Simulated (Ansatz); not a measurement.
# Rh12CO: the cost of one run

Program: Ansatz 0.2.0. Level of theory: DFT PBE, scalar-relativistic, plane waves, PAW. These are calculated values, not measurements.

6 further runs of the same task are left out: 6 set aside as unsound or not needed.

**1. The system as given**

It takes space group Fm-3m (No. 225, cubic). Conventional cell: a = 3.803 Å, b = 3.803 Å, c = 3.803 Å, α = 90.00°, β = 90.00°, γ = 90.00°. Around Rh (site symmetry m-3m) lie 12 Rh at 2.69 Å.

As a file:

```
CELL_PARAMETERS angstrom
0.00000 1.90155 1.90155
1.90155 0.00000 1.90155
1.90155 1.90155 0.00000
ATOMIC_POSITIONS crystal
Rh 0.00000 0.00000 0.00000
```

The structure comes from the Crystallography Open Database.

**6. Plan of the scan**

Atoms count from 1 in the order of the input.

CO stands on one site of a rigid substrate while its tilt and height are varied at a fixed bond length.

- tilt of the C13-O14 axis from the surface normal: 7 values from 0 to 90 °
- height of C13 above the plane of Rh9: 6 values from 1.88 to 3.43 Å

Nothing else is relaxed. Points are written as (first, second).

(The set-up runs are not shown.)

**7. The run at (0°, 2.10 Å)**

File input.yaml:

```yaml
crystal:
  lattice:
    - [5.4163401137, 0.0, 0.0]
    - [-2.7081700568, 4.690688134, 0.0]
    - [0.0, 0.0, 22.2964585898]
  atoms:
    - { symbol: Rh, position: [0.3333333333, 0.1666666667, 0.1794006875] }
    - { symbol: Rh, position: [0.3333333333, 0.6666666667, 0.1794006875] }
    - { symbol: Rh, position: [0.8333333333, 0.1666666667, 0.1794006875] }
    - { symbol: Rh, position: [0.8333333333, 0.6666666667, 0.1794006875] }
    - { symbol: Rh, position: [0.1666666667, 0.3333333333, 0.2757740073] }
    - { symbol: Rh, position: [0.1666666667, 0.8333333333, 0.2757740073] }
    - { symbol: Rh, position: [0.6666666667, 0.3333333333, 0.2757740073] }
    - { symbol: Rh, position: [0.6666666667, 0.8333333333, 0.2757740073] }
    - { symbol: Rh, position: [0.0, 0.0, 0.3720975937] }
    - { symbol: Rh, position: [0.0, 0.5, 0.3720975937] }
    - { symbol: Rh, position: [0.5, 0.0, 0.3720975937] }
    - { symbol: Rh, position: [0.5, 0.5, 0.3720975937] }
    - { symbol: C, position: [0.0, 0.0, 0.4662829547] }
    - { symbol: O, position: [0.0, 0.0, 0.518309154] }
basis:
  ecutwfc: 420
kpoints:
  mp_grid: { grid: [6, 6, 1] }
hamiltonian:
  xc: pbe
scf:
  occupations: { method: gaussian, width: 0.1 }
output:
  forces: true
  eigenvalues: true
efield:
  axis: 3
  dipole_correction: true
  ramp_width: 0.04
```

Run with:

```bash
ansatz run input.yaml --threads 4 --pin off --max-ram 12288MiB --backend cpu --events-out ev --progress --plain --runs-dir out
```

Q: Estimate wall time and peak memory on 4 threads of Arm Neoverse V2, shared host.

About 12 s, with a peak of 1.6 GiB.
